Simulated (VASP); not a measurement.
# Al: vibrations by finite differences with PBE

Al:

```
Al
1.0
     0.00000    2.01999    2.01999
     2.01999    0.00000    2.01999
     2.01999    2.01999    0.00000
Al
1
Direct
  0.00000 0.00000 0.00000
```

* Program: VASP 6.6.1
* Task: vibrations by finite differences
* Functional: PBE
* Potentials or basis: VASP PAW PBE potentials, release 64 (Al)
* Cutoff: 350 eV
* k mesh: 18 × 18 × 18
* Occupations: gaussian, width 0.1 eV
* Spin: no spin polarisation
* Ions in elastic constants: relaxed
* Further INCAR settings: ALGO = Normal; EDIFF = 1e-08; NBANDS = 8; IBRION = 6; POTIM = 0.015; NSW = 1; ISIF = 3

The elastic constants C11, C12, C44 are 85, 75, 7 GPa and the voigt bulk modulus is 78 GPa.

Elastic tensor in Voigt notation (GPa, in the Cartesian axes of the cell as first typed):
```
85 75 75  0  0  0
75 85 75  0  0  0
75 75 85  0  0  0
 0  0  0  7  0  0
 0  0  0  0  7  0
 0  0  0  0  0  7
```

Clamped-ion elastic tensor (GPa):
```
85 75 75  0  0  0
75 85 75  0  0  0
75 75 85  0  0  0
 0  0  0  7  0  0
 0  0  0  0  7  0
 0  0  0  0  0  7
```

It took 5.6 min on 1 thread of Intel(R) Xeon(R) Platinum 8559C (Emerald Rapids) (shared host), peak memory 0.28 GiB.
